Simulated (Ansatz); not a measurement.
MgF2:
```xyz
6
Lattice="4.6980 0.0000 0.0000 0.0000 4.6980 0.0000 0.0000 0.0000 3.0927" Properties=species:S:1:pos:R:3 pbc="T T T"
Mg     0.0000     0.0000     0.0000
Mg     2.3490     2.3490     1.5463
F      1.4262     1.4262     0.0000
F      0.9228     3.7752     1.5463
F      3.2718     3.2718     0.0000
F      3.7752     0.9228     1.5463
```

Relaxed with PBE.

Question: Decompose the optical modes at the zone centre into irreducible representations, and say which are infrared and Raman allowed.

Answer: Point group 4/mmm: Γ_opt = A1g + A2g + A2u + B1g + 2B1u + B2g + Eg + 3Eu. Infrared: A2u, Eu. Raman: A1g, B1g, B2g, Eg.

Question: Assign frequencies (DFPT, the program Ansatz at the PBE level (PAW); without the LO–TO term).

Answer: B1g 93, B1u 199, Eu 237, Eg 274, A2g 289, A2u 373, A1g 377, Eu 382, B1u 395, Eu 423, B2g 488 cm⁻¹.

Subscripts of B labels follow the axes of the standard setting.

Space group P4_2/mnm (rutile). The cell was relaxed with PBE under the symmetry of its start; phonons on a q-mesh show no instability.

Potentials: the later of the program's two PAW sets.
